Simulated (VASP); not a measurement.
Here is a VASP 6.6.1 calculation.

File INCAR:

```
ALGO = Normal ; EDIFF = 1E-6
ENCUT = 520 ; ISIF = 2
ISMEAR = 0 ; LASPH = T
LCHARG = F ; LREAL = F
LWAVE = F ; NBANDS = 26
NELM = 80 ; PREC = Accurate
SIGMA = 0.01
```

File KPOINTS:

```
k-points
0
Gamma
  6 6 4
```

The input POSCAR:

```
ZnS
1.0
    3.7382324346      0.0000000000      0.0000000000
   -1.8691162173      3.2374042537      0.0000000000
    0.0000000000      0.0000000000      6.1429976498
Zn S
2 2
Direct
    0.3333333333      0.6666666667      0.0055913297
    0.6666666667      0.3333333333      0.5055913297
    0.3333333333      0.6666666667      0.3794086703
    0.6666666667      0.3333333333      0.8794086703
```

Potentials or basis: VASP PAW LDA potentials, release 64 (Zn, S).

Launch:

```bash
$ cat potpaw_LDA.64/Zn/POTCAR potpaw_LDA.64/S/POTCAR > POTCAR
$ mpirun -np 1 vasp_std > vasp.out
```

(1) What does it give for the pressure?

(2) What does it give for the band gap on the k mesh?

## Answers

(1) 0.3 GPa.

(2) 2.23 eV, direct.

**Experimental background.**

From a printed reference work, monograph, for a bulk crystal of ZnS at 4 K: band gap 3.911 eV (direct).

A measured gap of ZnS is 3.911 eV (direct; 4 K; a printed reference work, monograph); the calculated 2.23 eV misses it by -1.69 eV. The value is that of LDA, without temperature or zero-point motion. Semilocal functionals fall short of measured gaps as a rule.
